A functional can change a calculated gap only by moving the empty states against the top of the filled ones. In silicon the highest filled state lies at $\Gamma$, the centre of the Brillouin zone. The lowest empty state lies elsewhere, roughly 0.85 of the way from $\Gamma$ to the zone boundary at X. The column "gap on path" is the energy between these two states, while "direct gap on path" compares filled and empty states at the same wave vector. Every row has the same atoms in the same cell.

GPAW 26.7.0, PAW DFT with plane waves up to 600 eV, for silicon in the diamond structure (2-atom cell, conventional edge 5.444 Å), without spin polarisation or spin–orbit coupling. Self-consistent runs use an 8×8×8 k mesh and Fermi–Dirac smearing of 0.05 eV; the gaps are differences of Kohn–Sham band energies along a path of special points.

```tsv
functional	potentials	gap on path (eV)	direct gap on path (eV)
LDA	GPAW-PAW-data-sets-(gpaw-data-1.2.1)	0.488	2.526
PBEsol	PAW-data-sets-made-by gpaw-setup-for-the-functional	0.476	2.518
revPBE	GPAW-PAW-data-sets-(gpaw-data-1.2.1)	0.626	2.560
BLYP	PAW-data-sets-made-by gpaw-setup-for-the-functional	0.813	2.695
AM05	PAW-data-sets-made-by gpaw-setup-for-the-functional	0.519	2.495
GLLB-SC	GPAW-PAW-data-sets-(gpaw-data-1.2.1)	0.726	2.708
OLYP	PAW-data-sets-made-by gpaw-setup-for-the-functional	0.790	2.569
PBEint	PAW-data-sets-made-by gpaw-setup-for-the-functional	0.487	2.509
TASK	GPAW-PAW-data-sets-(gpaw-data-1.2.1)	1.040	2.792
rSCAN	GPAW-PAW-data-sets-(gpaw-data-1.2.1)	0.779	2.729
revTPSS	GPAW-PAW-data-sets-(gpaw-data-1.2.1)	0.579	2.691
vdW-DF2	GPAW-PAW-data-sets-(gpaw-data-1.2.1)	0.873	2.765
```

### First row: why is the direct gap so much larger?

The indirect gap may pick the lowest empty state anywhere on the path, whereas the direct gap must stay at one wave vector. At $\Gamma$ the empty states lie far above the valley near X. LDA therefore gives 0.488 eV for the indirect gap and 2.526 eV for the direct one. For an engineer, the first decides how many carriers heat can create, and the second governs strong light absorption without help from lattice vibrations.

### LDA and PBEsol: is the smaller PBEsol gap real?

Imagine a path with infinitely many points. It would hit the bottom of the valley exactly, while a coarser path usually lands beside it and gives too large a gap. The worst miss is half a step, and near its bottom the valley is roughly a parabola.

The LDA path has 60 points and takes 8 steps from $\Gamma$ to X, a distance of 1.154 Å$^{-1}$. Half a step is $1.154/16 \approx 0.072$ Å$^{-1}$. With $\hbar^2/2m_e \approx 3.8$ eV Å$^2$ and a rough recalled mass of 0.92 electron masses along this direction, the error is at most about

$$\Delta E \approx \frac{3.8 \times 0.072^2}{0.92}\ \text{eV} \approx 0.02\ \text{eV}.$$

The PBEsol path is denser, and its limit is about 0.006 eV. PBEsol lies only 0.012 eV below LDA, so these worst cases alone would leave the order open. The points fall better than that, however. The LDA path has one at 7/8 of the way to X and the PBEsol path one at 13/15, both close to the minimum, so the actual errors are expected to stay below 0.01 eV. The same runs also give gaps on a regular mesh of wave vectors, identical for both functionals, and there PBEsol is again lower, by 0.008 eV. Its smaller gap is therefore very likely real for this cell and these data sets, but the difference is too small to interpret. The third decimal of the indirect gaps should not be read as physics, and the second may be off by one.

This 8×8×8 mesh has a point at 0.75 of the way to X but none at the minimum. Those indirect gaps are 0.027 to 0.044 eV larger than the path values. The parabola predicts about 0.055 eV, the right size but too much. The direct gaps agree within 0.001 eV. For revPBE and rSCAN the energy levels of the runs place the direct gap at $\Gamma$, which lies on both the mesh and the path, and the same is expected for the other rows.

### revPBE, BLYP and AM05: why do only some gradient corrections open the gap?

Start from a uniform electron density. There is no gradient, so a correction of the PBE type vanishes and LDA returns. In silicon the valence electrons gather in the bonds and leave the spaces between them thin. A stronger gradient term in the exchange energy rewards this unevenness: it makes the potential more attractive where density piles up and less so where it is thin. Bonding states then sink relative to empty states that reach into the open spaces, and the indirect gap should grow.

This is an argument from theory, since the table has no column for the strength of the gradient term, but the order of the rows fits it. PBEsol and AM05, built with solids in mind, stay within about 0.03 eV of LDA. revPBE and BLYP, with stronger gradient terms in exchange, reach 0.626 and 0.813 eV. The direct gap responds less: from LDA to revPBE it rises by only 0.034 eV, the indirect gap by 0.138 eV. BLYP also has a different correlation part, which does not return to LDA even for a uniform density, so its wide gap cannot be credited to exchange alone. PBEint, further down, offers a check: it follows PBEsol where the density varies slowly, and its gap is indeed close to that of PBEsol.

### GLLB-SC: may 0.726 eV be compared with a measured gap?

Not yet. Consider the limit of an exact Kohn–Sham potential. Even there, the gap between orbital energies would differ from the energy needed to remove an electron and add one elsewhere. The missing piece is the derivative discontinuity, a jump of the potential when an electron is added.

GLLB-SC provides an estimate of this jump, 0.342 eV, which the table leaves out. Adding it gives $0.726 + 0.342 = 1.068$ eV, near the rough measured value of 1.2 eV. If the jump is taken to lift all empty states equally, the direct gap becomes 3.05 eV, still below the rough measured 3.4 eV. This model potential has no total energy, but the bands do not need one.

### OLYP: does a functional simply lift all empty bands together?

If it did, the difference between direct and indirect gap would be the same in every row. A fit of one constant to all twelve rows puts this difference at 1.95 eV, with a typical miss of 0.10 eV. The indirect gaps themselves scatter by 0.17 eV about their mean, so a common shift captures part of the trend. Letting the indirect gap follow the direct one with a free slope hardly improves the fit; the printed analysis below gives both versions.

OLYP shows what the picture leaves out. It shares its correlation part with BLYP but has different exchange. The direct gaps of the two differ by 0.126 eV, the indirect gaps by only 0.023 eV. Exchange thus seems able to move the empty states at $\Gamma$ without moving the valley near X equally, which is plausible because these states occupy different regions of the crystal. Each of these two functionals has its own atomic data set, so a part of the difference may come from there.

### TASK, rSCAN and revTPSS: does a higher rung give a larger gap?

On average it does here, but not row by row. The three meta-GGAs average 0.80 eV and the six GGAs 0.62 eV. Yet revTPSS, at 0.579 eV, lies below revPBE, and TASK lies 0.461 eV above revTPSS on the same rung. A rung names the ingredients of a functional, not how strongly it uses them.

The new ingredient is the kinetic-energy density, which tells how rapidly the orbitals vary. In the limit of no dependence on it, a meta-GGA falls back to a GGA. In TASK the dependence is deliberately strong: exchange weakens as the kinetic-energy density grows, so rapidly varying orbitals pay an extra price. Empty antibonding states have additional nodes and pay more than filled bonding states. Theory thus expects a wider gap, part of which plays the role of the missing discontinuity. The table cannot isolate this effect. Moreover, the atomic data sets of these three rows were made for PBE, not for the meta-GGAs themselves, and the influence of this mismatch is untested.

TASK's 1.040 eV comes close to the measured indirect gap, but its direct gap remains about 0.6 eV too small. Spin–orbit coupling and lattice vibrations are absent from the calculation, but in silicon they are far too weak to explain that shortfall. One good gap is therefore no proof of good bands.

### vdW-DF2: does van der Waals correlation open the gap?

The last row cannot tell. Its 0.873 eV exceeds every GGA value, but vdW-DF2 changes exchange as well as correlation. Its exchange has a strong gradient term, which by the argument above would widen the gap by itself. A run with the same exchange and ordinary correlation would separate the two, and the table has none.

### The whole column: what if each functional chose its own cell?

A positive pressure means that the fixed cell is smaller than the functional prefers. For TASK the run gives 4.7 GPa, for LDA −1.9 GPa. Silicon's indirect gap falls by roughly 0.014 eV per GPa of compression, a recalled value. Relaxation would then raise the TASK gap by about 0.07 eV and lower the LDA gap by about 0.03 eV.

The extremes would move further apart, so the shared cell hides a little of the spread instead of creating it. Among the ten rows with a printed pressure, the order would hardly change: only LDA would drop below PBEsol and PBEint, which lie very close to it. For the indirect gap, the choice of functional matters far more here than this adjustment of the cell.

Output of the analysis:

```
fit of g - d on 12 rows: constant -1.947 +/- 0.031; rms 0.102, worst TASK -0.195, leave-one-out rms 0.112
fit of g on 12 rows: constant -2.975 +/- 0.74, coefficient of d 1.391 +/- 0.28; rms 0.0938, worst OLYP -0.192, leave-one-out rms 0.111
Scatter of the indirect gap about its mean, eV: 0.174
Range of the indirect gap over all rows, eV: 0.564
Range of the direct gap over all rows, eV: 0.297
Mean indirect gap of the six GGAs, eV: 0.6185
Mean indirect gap of the three meta-GGAs, eV: 0.7993
Indirect gap, BLYP minus PBEsol, eV: 0.337
Indirect gap, TASK minus revTPSS, eV: 0.461
Indirect gap, rSCAN minus PBEsol, eV: 0.303
Indirect gap, revTPSS minus OLYP, eV: -0.211
Direct gap, revTPSS minus OLYP, eV: 0.122
Indirect gap, BLYP minus OLYP, eV: 0.023
Direct gap, BLYP minus OLYP, eV: 0.126
Indirect gap, LDA minus PBEsol, eV: 0.012
Smallest excess of mesh gap over path gap, eV: 0.0266
Largest excess of mesh gap over path gap, eV: 0.04416
Parabola estimate of the mesh error, minimum at 0.85 and mesh point at 0.75, eV: 0.05517
Half-step limit of the path error, 60 points (8 steps Gamma-X), eV: 0.02155
Half-step limit of the path error, 80 points (11 steps Gamma-X), eV: 0.0114
Half-step limit of the path error, 100 points (15 steps Gamma-X), eV: 0.00613
Estimated change of the TASK gap on relaxing the cell, eV: 0.06556
Estimated change of the LDA gap on relaxing the cell, eV: -0.02667
Rank correlation of gaps before and after this estimate, ten rows: 0.9636
GLLB-SC indirect gap plus printed discontinuity, eV: 1.068
GLLB-SC direct gap plus printed discontinuity, eV: 3.05
TASK direct gap below the rough recalled 3.4 eV, eV: 0.608
```
